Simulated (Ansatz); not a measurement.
Runs of Ansatz 0.2.0 on Cl. The structure is orthorhombic, space group Cmce (No. 64). The conventional cell has a = 6.290 Å, b = 4.500 Å, c = 8.210 Å, α = 90.00°, β = 90.00°, γ = 90.00°. Cl (site symmetry m) has 1 Cl at 2.02 Å as nearest neighbours. 

| cell | target pressure (GPa) | gap on the mesh (eV) | pressure (GPa) |
| --- | --- | --- | --- |
| relaxed to 20 GPa | 20 | 1.76 | 20.0 |
| relaxed to 5 GPa | 5 | (a) | 5.0 |
| relaxed | 0 | 2.30 | 0.0 |
| relaxed to 2 GPa | 2 | (b) | 2.0 |
| relaxed to 10 GPa | 10 | 1.96 | 10.0 |

Alike in all rows: task relaxation of cell and atoms; level PBE; potentials or basis Ansatz PAW; no spin polarisation; k mesh 7 × 7 × 4; cutoff (eV) 420; smearing fermi-dirac 0.05 eV.

Task: Estimate the missing entries.

Result: (a) 2.08; (b) 2.16.

Caveats: odd divisions of the mesh miss points on the zone boundary, where band edges often lie, so the gap on the mesh can be too wide; the plane-wave basis is chosen anew once the cell has moved, so the energies of steps on either side of that aren't comparable.

A k mesh can miss the band edges.
